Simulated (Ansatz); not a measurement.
## Band structure of Ni

```xyz
1
Lattice="-1.4009 1.4009 1.4009 1.4009 -1.4009 1.4009 1.4009 1.4009 -1.4009" Properties=species:S:1:pos:R:3 pbc="T T T"
Ni    0.0000    0.0000    0.0000
```

The structure comes from a relaxation in the same program, started in the bcc type, and has space group Im-3m. Whether it is a known phase or the ground state wasn't checked.

The magnetic state is the one reached from the start moments; no search over orders was made, so it needn't be the ground state.

All numbers below come from Ansatz 0.2.0, DFT, PBE, all-electron LAPW, scalar-relativistic.

Numerical set-up: a Γ-centred 18×18×18 k mesh, Fermi–Dirac smearing of 0.08 eV, basis error target 0.5 meV/atom, spin-polarised from start moments Ni 1.5 μB, ending with a cell moment of 0.56 μB.

Points in fractions of the reciprocal vectors of this cell: Γ (0, 0, 0), H (0.5, -0.5, 0.5), N (0, 0, 0.5), P (0.25, 0.25, 0.25). The path joins them by straight lines in the order Γ–H–N–Γ–P–H–P–N; legs that retrace an earlier one aren't tabulated. Energies are in eV from the Fermi level.

Q: Is there a gap?

A: none: bands cross the Fermi level, a metal.

Q: List the levels between -14 and 8 eV at the symmetry points.

A: 
Γ spin-up: -8.92, -2.30 (×3), -0.90 (×2)
Γ spin-down: -8.94, -1.62 (×3), -0.39 (×2)
H spin-up: -4.17 (×2), -0.29 (×3)
H spin-down: -3.83 (×2), 0.48 (×3)
N spin-up: -4.61, -3.20, -0.98, -0.75, -0.07, 0.19, 6.33
N spin-down: -4.25, -2.59, -0.40, -0.22, 0.15, 0.70, 6.69
P spin-up: -3.15 (×3), -0.72 (×2)
P spin-down: -2.64 (×3), -0.19 (×2)
